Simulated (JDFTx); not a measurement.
Input of a JDFTx 1.7.0 (patched build) run:

Bi.in

```
lattice \
    4.2849539876    -4.2849539876     0.0000000000 \
    2.4739193382     2.4739193382    -4.9478386764 \
    7.4417414788     7.4417414788     7.4417414788
coords-type Lattice
ion Bi     0.7660000000     0.7660000000     0.7660000000 1
ion Bi     0.2340000000     0.2340000000     0.2340000000 1

ion-species pseudo/Bi.upf
elec-cutoff 33 264
elec-ex-corr gga-PBEsol
kpoint-folding 6 6 6
elec-smearing Fermi 0.0018374661
elec-n-bands 22
electronic-SCF nIterations 100 energyDiffThreshold 1e-09
electronic-minimize nIterations 30 energyDiffThreshold 1e-7
forces-output-coords Cartesian
lattice-minimize nIterations 40 energyDiffThreshold 1e-6

dump-name run.$VAR
dump End Ecomponents EigStats BandEigs Kpoints Forces Stress
```

Potentials or basis: PseudoDojo-SR-PBEsol-0.4.1-standard with smoothed tails.

Run with:

```bash
$ jdftx -c 1 -i Bi.in -o Bi.out
```

Question: Estimate the space group after relaxing (to 0.05 Å).

Answer: R-3m (No. 166).

Question: Predict the relaxed cell.

Answer: a = 4.710 Å, b = 4.710 Å, c = 4.710 Å, α = 57.36°, β = 57.36°, γ = 57.36°.

Question: Predict the relaxed volume.

Answer: 34.71 Å³/atom.

Question: What does it give for the band gap on the k mesh?

Answer: None (metal or under the smearing width).

Final structure:
```
CELL_PARAMETERS angstrom
2.26062 1.30517 3.92102
-2.26062 1.30517 3.92102
0.00000 -2.61034 3.92102
ATOMIC_POSITIONS crystal
Bi 0.76492 0.76492 0.76492
Bi 0.23508 0.23508 0.23508
```

Caveat: spin-orbit coupling is left out, which moves the levels of the heavy elements.
